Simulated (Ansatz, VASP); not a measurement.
# Two plane-wave programs on Pt

The input INCAR:

```
PREC = Accurate
ENCUT = 520
EDIFF = 1E-7
ISMEAR = 0
SIGMA = 0.15
LREAL = F
LASPH = T
NELM = 100
ALGO = Fast
ISIF = 2
LWAVE = F
LCHARG = F
GGA = PS
NBANDS = 11
```

File KPOINTS:

```
regular mesh
0
Gamma
  24 24 24
```

File POSCAR:

```
Pt
1.0
    0.0000000000      1.9263154446      2.0226312169
    1.9263154446      0.0000000000      2.0226312169
    1.9263154446      1.9263154446      0.0000000000
Pt
1
Direct
    0.0000000000      0.0000000000      0.0000000000
```

Input for Ansatz:

```yaml
crystal:
  lattice:
    - [0.0, 1.9263154446, 2.0226312169]
    - [1.9263154446, 0.0, 2.0226312169]
    - [1.9263154446, 1.9263154446, 0.0]
  atoms:
    - { symbol: Pt, position: [0.0, 0.0, 0.0] }
basis:
  ecutwfc: 420
kpoints:
  mp_grid: { grid: [24, 24, 24] }
hamiltonian:
  xc: pbesol
scf:
  occupations: { method: gaussian, width: 0.15 }
output:
  forces: true
  stress: true
  eigenvalues: true
```

Alike in both runs: task single point; functional PBEsol; k mesh 24 × 24 × 24; occupations gaussian, width 0.15 eV; no spin polarisation.

|  | VASP | Ansatz |
| --- | --- | --- |
| version | VASP 6.6.1 | Ansatz 0.2.0 |
| potentials or method | VASP PAW PBE potentials, release 64 (Pt) | scalar-relativistic, plane waves, PAW |
| plane-wave cutoff (eV) | 520 | 420 |
| valence electrons in the cell | 10 | 18 |

Ansatz gave:

```
gap on the k mesh at the Fermi level (eV)       : none
pressure (GPa)                                  : 0.9
largest component of the traceless stress (GPa) : 4.14
```

Problem. Which values does VASP return?

Solution. gap on the k mesh at the Fermi level (eV): none; pressure (GPa): 0.5; largest component of the traceless stress (GPa): 4.12.

A gap of «none» marks a metal or a gap that the smearing closes. The two sets of potentials don't hold the same shells in valence.

Caveats: the PAW data sets were made with another functional, which shifts forces and pressure a little (VASP). The runs have no spin-orbit coupling, so splittings on Pt are missing.
